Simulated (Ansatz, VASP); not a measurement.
**Ca in VASP and in Ansatz**

```
CELL_PARAMETERS angstrom
0.00000 2.76271 2.76271
2.76271 0.00000 2.76271
2.76271 2.76271 0.00000
ATOMIC_POSITIONS crystal
Ca 0.00000 0.00000 0.00000
```

Alike in both runs: task single point; functional PBE; k mesh 10 × 10 × 10; occupations fermi-dirac, width 0.1 eV; no spin polarisation.

|  | VASP | Ansatz |
| --- | --- | --- |
| version | VASP 6.6.1 | Ansatz 0.2.0 |
| potentials or method | VASP PAW PBE potentials, release 64 (Ca_sv) | plane waves (420 eV) with PAW, scalar-relativistic |
| plane-wave cutoff (eV) | 520 | 420 |
| valence electrons in the cell | 10 | 10 |

```csv
,VASP,Ansatz,Ansatz less VASP
pressure (GPa),0.0,0.0,0.00
```

The functional is the same, so the differences come from potentials, cutoffs and numerics.
